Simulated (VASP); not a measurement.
# Ca (Immm) in VASP: notebook

Runs on Ca. Level: PBE. Tasks: single point.

Program: VASP 6.6.1. These are calculated values, not measurements. Logs are shortened: lines on timing, memory, paths and dates and some standing lists are left out, and cuts for length are marked.

## (1) The crystal as given

It takes space group Immm (No. 71, orthorhombic). The conventional cell has a = 4.193 Å, b = 4.203 Å, c = 4.891 Å, α = 90.00°, β = 90.00°, γ = 90.00°. Around Ca (site symmetry mmm) lie 12 Ca at 3.85 to 4.20 Å.

This isn't the form of Ca at room conditions, which is fcc.

## (2) Single point, PBE

Input file INCAR:

```
PREC     = Accurate       # precision mode
ENCUT    = 400            # plane-wave cutoff, eV
EDIFF    = 1E-6           # SCF threshold, eV
ISMEAR   = 1              # smearing method
SIGMA    = 0.05           # smearing width, eV
LREAL    = False          # projectors in reciprocal space
LASPH    = True           # aspherical terms in the spheres
NELM     = 100            # most SCF steps
ALGO     = Normal         # electronic algorithm
ISIF     = 2              # what is computed and relaxed
LWAVE    = False          # write WAVECAR
LCHARG   = False          # write CHGCAR
GGA      = PE             # functional
ADDGRID  = False
```

Input file KPOINTS:

```
Automatic mesh
0
Gamma
  16 16 16
```

Input file POSCAR:

```
Ca
1.0
   -2.1296130000      2.1366080000      2.5183870000
    2.0452440000     -2.1127450000      2.4255450000
    2.0940060000      2.0772270000     -2.4978770000
Ca
1
Direct
    0.5036690000      0.4760610000     -0.0172770000
```

Potentials or basis: VASP PAW PBE potentials, release 64 (Ca_pv).

Launch:

```sh
$ cat potpaw_PBE.64/Ca_pv/POTCAR > POTCAR
$ mpirun -np 1 vasp_std > vasp.out
```

OUTCAR:

```text
PREC = Accurate
   ENCUT = 400
   EDIFF = 1E-6
   ISMEAR = 1
   LREAL = False
   LASPH = True
   NELM = 100
   ISIF = 2
   GGA = PE

 Found   2052 irreducible k-points:

 Following reciprocal coordinates:
            Coordinates               Weight
  0.000000  0.000000  0.000000      1.000000
  0.062500  0.000000  0.000000      2.000000
  0.125000  0.000000  0.000000      2.000000
  0.187500  0.000000  0.000000      2.000000
  0.250000  0.000000  0.000000      2.000000
  0.312500  0.000000 -0.000000      2.000000
   k-points           NKPTS =   2052   k-points in BZ     NKDIM =   2052   number of bands    NBANDS=      8
   number of dos      NEDOS =    301   number of ions     NIONS =      1
   total plane-waves  NPLWV =  21952
   dimension x,y,z NGX =    28 NGY =   28 NGZ =   28
   dimension x,y,z NGXF=    56 NGYF=   56 NGZF=   56
   ions per type =               1
   NGX,Y,Z   is equivalent  to a cutoff of  11.85, 12.21, 12.04 a.u.
   NGXF,Y,Z  is equivalent  to a cutoff of  23.69, 24.42, 24.09 a.u.
 SYSTEM =  unknown system
   PREC   = accura    normal or accurate (medium, high low for compatibility)
   ISTART =      0    job   : 0-new  1-cont  2-samecut
   ICHARG =      2    charge: 1-file 2-atom 10-const
   ISPIN  =      1    spin polarized calculation?
   LNONCOLLINEAR =      F non collinear calculations
   LSORBIT =      F    spin-orbit coupling
   LASPH  =      T    aspherical Exc in radial PAW
   ENCUT  =  400.0 eV  29.40 Ry    5.42 a.u.   6.41  6.22  6.30*2*pi/ulx,y,z
   NELM   =    100;   NELMIN=  2; NELMDL= -5     # of ELM steps
   EDIFF  = 0.1E-05   stopping-criterion for ELM
   LREAL  =      F    real-space projection
[... 7 lines left out ...]
   TEBEG  =    0.0;   TEEND  =   0.0 temperature during run
   PSTRESS=    0.0 pullay stress
   NELECT =       8.0000    total number of electrons
   NUPDOWN=      -1.0000    fix difference up-down
   EMIN   =  10.00;   EMAX   =-10.00  energy-range for DOS
   EFERMI =   0.00;   METHOD = LEGACY
   ISMEAR =     1;   SIGMA  =   0.05  broadening in eV -4-tet -1-fermi 0-gaus
   EFERMI_NEDOS =   21; number of points for ismear=-14 and -15
   IALGO  =     38    algorithm
   IMIX   =      4    mixing-type and parameters
     AMIX     =   0.40;   BMIX     =  1.00
     AMIX_MAG =   1.60;   BMIX_MAG =  1.00
  volume/ion in A,a.u.               =      43.10       290.85
  Fermi-wavevector in a.u.,A,eV,Ry     =   0.933859  1.764737 11.865531  0.872092
  Thomas-Fermi vector in A             =   2.060604
   LORBIT       =      0    0 simple, 1 ext, 2 COOP (PROOUT), +10 PAW based schemes
   GGA     = PE    functional components
   LHFCALC =     F    Hartree Fock is set to
   AEXX    =    0.0000 exact exchange contribution
   IVDW    =     0    specifies the selected vdW correction
   LEPSILON=     F    determine dielectric tensor
   LRPA    =     F    only Hartree local field effects (RPA)
 non-spin polarized calculation
 Methfessel and Paxton  Order N= 1 SIGMA  =   0.05
  energy-cutoff  :      400.00
  volume of cell :       43.10
 maximum number of plane-waves:       795
 NGX is ok and might be reduce to    28

 number of electron       8.0000001 magnetization

 Free energy of the ion-electron system (eV)
  ---------------------------------------------------
  ext. energy  EPLUGINS =         0.00000000
  ---------------------------------------------------
  free energy    TOTEN  =        -1.90679750 eV

  energy without entropy =       -1.90679011  energy(sigma->0) =       -1.90679503

 E-fermi :   2.1370     XC(G=0):  -7.6330

 val. band max:        2.1366323219   @ k =  -0.4375   0.3750   0.4375
 cond. band min:       2.1379431903   @ k =  -0.1250   0.4375   0.1875
 fundamental gap:      0.0013108684
 Fermi energy:         2.1369687674

 k-point     1 :       0.0000    0.0000    0.0000
  band No.  band energies     occupation
      1     -20.8670      2.00000
      2     -20.8617      2.00000
      3     -20.8520      2.00000
      4      -1.8717      2.00000
      5       4.2181      0.00000
      6       4.3445      0.00000
      7       4.9504      0.00000
      8       4.9802      0.00000

 k-point     2 :       0.0625    0.0000    0.0000
  band No.  band energies     occupation
      1     -20.8683      2.00000
      2     -20.8647      2.00000
      3     -20.8539      2.00000
      4      -1.8065      2.00000
      5       4.1953      0.00000
      6       4.3524      0.00000
      7       4.9453      0.00000
      8       4.9609      0.00000

 k-point     3 :       0.1250    0.0000    0.0000
  band No.  band energies     occupation
      1     -20.8779      2.00000
      2     -20.8709      2.00000
      3     -20.8559      2.00000
      4      -1.6131      2.00000
      5       4.0888      0.00000
      6       4.3568      0.00000
      7       4.9175      0.00000
      8       4.9863      0.00000

 k-point     4 :       0.1875    0.0000    0.0000
  band No.  band energies     occupation
      1     -20.8985      2.00000
      2     -20.8758      2.00000
      3     -20.8567      2.00000
      4      -1.2989      2.00000
      5       3.8575      0.00000
      6       4.3086      0.00000
      7       4.9230      0.00000
      8       5.1181      0.00000

 k-point     5 :       0.2500    0.0000    0.0000
  band No.  band energies     occupation
      1     -20.9232      2.00000
      2     -20.8816      2.00000
      3     -20.8572      2.00000
      4      -0.8762      2.00000
      5       3.5254      0.00000
      6       4.2061      0.00000
      7       4.9483      0.00000
      8       5.3587      0.00000

 k-point     6 :       0.3125    0.0000   -0.0000
  band No.  band energies     occupation
      1     -20.9479      2.00000
      2     -20.8873      2.00000
      3     -20.8576      2.00000
      4      -0.3642      2.00000
      5       3.1315     -0.00000
      6       4.0877      0.00000
      7       4.9472      0.00000
      8       5.6369      0.00000

 [... further k-points ...]
[... 5 lines left out ...]
  --------------------------------------------------------------------------------------
  -------------------------------------------------------------------------------------
  Total       -0.1252395     -0.1566756     -0.0531353      0.0475720     -0.0347737      0.1310084
  in kB       -4.6556551     -5.8242604     -1.9752539      1.7684416     -1.2926771      4.8701103
  external PRESSURE =      -4.1517231 kB  Pullay stress =       0.0000000 kB

 VOLUME and BASIS-vectors are now :
 -----------------------------------------------------------------------------
  energy-cutoff  :      400.00
  volume of cell :       43.10
      direct lattice vectors                 reciprocal lattice vectors
    -2.129613000  2.136608000  2.518387000     0.005544617  0.236380961  0.201221828
     2.045244000 -2.112745000  2.425545000     0.245206417  0.001067158  0.206447491
     2.094006000  2.077227000 -2.497877000     0.243696023  0.239358134  0.003003396

 POSITION                                       TOTAL-FORCE (eV/Angst)
 -----------------------------------------------------------------------------------
      1.95887      2.11169     -0.03158         0.000000      0.000000      0.000000
 -----------------------------------------------------------------------------------
    total drift:                               -0.000001      0.000007      0.000008

  FREE ENERGIE OF THE ION-ELECTRON SYSTEM (eV)
  ---------------------------------------------------
  free  energy   TOTEN  =        -1.9067974989 eV

  energy  without entropy=       -1.9067901058  energy(sigma->0) =       -1.90679503
```

Wall time 3.5 min (1 thread of Intel Xeon Platinum 8488C (Sapphire Rapids), shared host); peak memory 0.62 GiB.

These settings aren't checked as converged: the numbers below hold their error.

What came out:

```
Free energy            : -1.9068 eV
Pressure               : -0.4 GPa
Band gap on the k mesh : none (metal or under the smearing width)
```

## (3) Single point, PBE

This run uses another cell than the first one, of the same volume but with other edges.

INCAR: that of step 2 with these lines changed.

```diff
@@ -4,3 +4,3 @@
 ISMEAR   = 1              # smearing method
-SIGMA    = 0.05           # smearing width, eV
+SIGMA    = 0.02           # smearing width, eV
 LREAL    = False          # projectors in reciprocal space
```

KPOINTS is that of step 2.

Input file POSCAR:

```
Ca
1.0
   -2.0964874600      2.1017318100      2.4453524600
    2.0964874600     -2.1017318100      2.4453524600
    2.0964874600      2.1017318100     -2.4453524600
Ca
1
Direct
    0.5000000000      0.5000000000      0.0000000000
```

Potentials or basis: VASP PAW PBE potentials, release 64 (Ca_pv).

Launch:

```sh
$ cat potpaw_PBE.64/Ca_pv/POTCAR > POTCAR
$ mpirun -np 1 vasp_std > vasp.out
```

It took 63 s on 1 thread of Intel Xeon Platinum 8488C (Sapphire Rapids), shared host; peak memory 0.28 GiB.

The run converged, but some of its settings lie outside the range that counts as converged, so its numbers aren't taken as properties of the crystal.

Results:

| Item | Value |
| --- | --- |
| Free energy | -1.9093 eV |
| Pressure | -0.4 GPa |
| Band gap on the k mesh | none (metal or under the smearing width) |

## (4) Single point, PBE

INCAR is that of step 3.

KPOINTS is that of step 3.

Input file POSCAR:

```
Ca
1.0
   -2.1296130000      2.1366080000      2.5183870000
    2.0452440000     -2.1127450000      2.4255450000
    2.0940060000      2.0772270000     -2.4978770000
Ca
1
Direct
    0.5036690000      0.4760610000     -0.0172770000
```

Launch:

```sh
$ cat potpaw_PBE.64/Ca_pv/POTCAR > POTCAR
$ mpirun -np 1 vasp_std > vasp.out
```

Wall time 3.6 min (1 thread of Intel Xeon Platinum 8488C (Sapphire Rapids), shared host); peak memory 0.61 GiB.

These settings aren't checked as converged: the numbers below hold their error.

What came out:

- Free energy: -1.9068 eV
- Pressure: -0.4 GPa
- Band gap on the k mesh: none (metal or under the smearing width)

## (5) Single point, PBE

This run uses another cell than the first one, of the same volume but with other edges.

INCAR: that of step 4 with these lines changed.

```diff
@@ -3,4 +3,4 @@
 EDIFF    = 1E-6           # SCF threshold, eV
-ISMEAR   = 1              # smearing method
-SIGMA    = 0.02           # smearing width, eV
+ISMEAR   = -5             # smearing method
+SIGMA    = 0.1            # smearing width, eV
 LREAL    = False          # projectors in reciprocal space
```

KPOINTS is that of step 4.

Input file POSCAR:

```
Ca
1.0
   -2.0964874600      2.1017318100      2.4453524600
    2.0964874600     -2.1017318100      2.4453524600
    2.0964874600      2.1017318100     -2.4453524600
Ca
1
Direct
    0.5000000000      0.5000000000      0.0000000000
```

Launch:

```sh
$ cat potpaw_PBE.64/Ca_pv/POTCAR > POTCAR
$ mpirun -np 1 vasp_std > vasp.out
```

Run time: 67 s. Hardware: 1 thread of Intel Xeon Platinum 8488C (Sapphire Rapids), shared host; peak memory 0.3 GiB.

These settings aren't checked as converged: the numbers below hold their error.

What came out:

```
Free energy            : -1.9090 eV
Pressure               : -0.5 GPa
Band gap on the k mesh : none (metal or under the smearing width)
```

Caveat: tetrahedron occupations give inexact forces and stress in metals.
